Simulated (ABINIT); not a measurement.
A run of ABINIT 10.8.3 (patched build) is set up as follows.

Contents of run.abi:

```
ndtset 2

pp_dirpath "./"
pseudos "As.GGA_PBE-JTH.xml, B.GGA_PBE-JTH.xml"

acell 3*1.0 Angstrom
rprim
     0.0000000000     2.3885000000     2.3885000000
     2.3885000000     0.0000000000     2.3885000000
     2.3885000000     2.3885000000     0.0000000000
ntypat 2
znucl 33 5
natom 2
typat 1 2
xred
     0.7500000000     0.7500000000     0.7500000000
     0.0000000000     0.0000000000     0.0000000000

ecut 408.170794 eV
pawecutdg 30.0

ixc 23

occopt 3
tsmear 0.00183747

nspinor 2
nspden 1
pawspnorb 1

nstep 100

iomode 3
prtwf 0
prteig 0
prtebands 0
prtden1 1
prtvha1 1
prtvclmb1 1
prtpot1 1

kptopt1 4
ngkpt1 10 10 10
nshiftk1 1
shiftk1 0.0 0.0 0.0
nband1 26
tolvrs1 1.0e-9

iscf2 -2
getden2 1
nband2 34
nbdbuf2 2
tolwfr2 1.0e-12
kptopt2 -9
ndivsm2 6
prteig2 1
prtvol2 -3
kptbounds2
     0.0000000000     0.0000000000     0.0000000000
     0.5000000000     0.0000000000     0.5000000000
     0.5000000000     0.2500000000     0.7500000000
     0.3750000000     0.3750000000     0.7500000000
     0.0000000000     0.0000000000     0.0000000000
     0.5000000000     0.5000000000     0.5000000000
     0.6250000000     0.2500000000     0.6250000000
     0.5000000000     0.2500000000     0.7500000000
     0.5000000000     0.5000000000     0.5000000000
     0.3750000000     0.3750000000     0.7500000000
```

Potentials or basis: JTH PAW PBE v2.0.

The run is started by

```console
$ abinit run.abi > log 2>&1
```

Question: What does it give for the band gap on the k mesh?

Answer: 1.03 eV, indirect (least direct gap 3.05 eV).

Question: Predict the pressure.

Answer: -0.5 GPa.

Question: Predict the band gap along the path.

Answer: 1.03 eV, indirect (least direct gap 3.05 eV).

Levels at the corners of the path, in eV from the valence-band top:
```csv
point,band 15,band 16,band 17,band 18,band 19,band 20,band 21,band 22
Γ,0.00,0.00,0.00,0.00,3.05,3.05,3.26,3.26
X,-4.22,-4.22,-4.09,-4.09,1.26,1.26,1.30,1.30
W,-5.67,-5.53,-5.29,-5.28,5.12,5.13,5.83,5.83
K,-6.11,-6.01,-3.56,-3.56,1.89,1.90,5.40,5.43
Γ,0.00,0.00,0.00,0.00,3.05,3.05,3.26,3.26
L,-1.96,-1.96,-1.82,-1.82,2.57,2.57,4.65,4.65
U,-6.11,-6.01,-3.56,-3.56,1.89,1.90,5.40,5.43
W,-5.67,-5.53,-5.29,-5.28,5.12,5.13,5.83,5.83
L,-1.96,-1.96,-1.82,-1.82,2.57,2.57,4.65,4.65
K,-6.11,-6.01,-3.56,-3.56,1.89,1.90,5.40,5.43
```

Caveat: the PAW data sets were made with another functional, which shifts forces and pressure a little.
